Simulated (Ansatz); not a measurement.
The calculation used Ansatz 0.2.0, DFT PBE, scalar-relativistic, plane waves, PAW. All cells share a 420 eV cutoff and Γ-centred k meshes spaced at most about 0.3 Å⁻¹ (about 0.25 or finer for metals, 2π included). No spin polarisation.

Each guess is relaxed in cell and atoms at zero pressure, on a coarse mesh first where it starts far from rest and then on a converged one. The steps can't lower the symmetry of the start, but it can rise. Energies are static (0 K, no zero-point motion).

Two unrelaxed guesses for Ga₄P:

A.

Space group P-43m (No. 215). a = 4.685 Å, b = 4.685 Å, c = 4.685 Å, α = 90.00°, β = 90.00°, γ = 90.00°
| atom | site | symmetry | x | y | z |
| --- | --- | --- | --- | --- | --- |
| Ga | 4e | .3m | 0.2500 | 0.2500 | 0.2500 |
| P | 1a | -43m | 0.0000 | 0.0000 | 0.0000 |

B.

Space group Im-3m (No. 229). a = 5.651 Å, b = 5.651 Å, c = 5.651 Å, α = 90.00°, β = 90.00°, γ = 90.00°
| atom | site | symmetry | x | y | z |
| --- | --- | --- | --- | --- | --- |
| Ga | 8c | .-3m | 0.2500 | 0.2500 | 0.7500 |
| P | 2a | m-3m | 0.0000 | 0.0000 | 0.0000 |

Question: Where do they end, and which end is lower?

Answer: A ends lower, by 124 meV/atom. A: P-43m at 20.6 Å³/atom → P-43m at 21.0 Å³/atom; B: Im-3m at 18.0 Å³/atom → Im-3m at 21.1 Å³/atom. Counting Ga atoms around P (those within 1.25 times the shortest such distance or 1.15 times the sum of covalent radii, 1.27 where that leaves under three), the end of A has P 4 and the end of B has P 8. End of A. Conventional cell: a = 4.715 Å. Ga is surrounded by 1 P at 2.43 Å and 3 Ga at 2.71 Å; P is surrounded by 4 Ga at 2.43 Å. End of B. Conventional cell: a = 5.952 Å. Ga has 2 P at 2.58 Å and 6 Ga at 2.98 Å; around P lie 8 Ga at 2.58 Å.

Ends held by symmetry can be saddle points. Neither end is the lowest form computed: that has space group P4/nbm (No. 125) and lies 100 meV/atom below the better end. Even the lowest of the cells shown lies +0.13 eV/atom against the elements. Some structure types and database cells were kept out of the candidates from the start, so a known form may be missing.
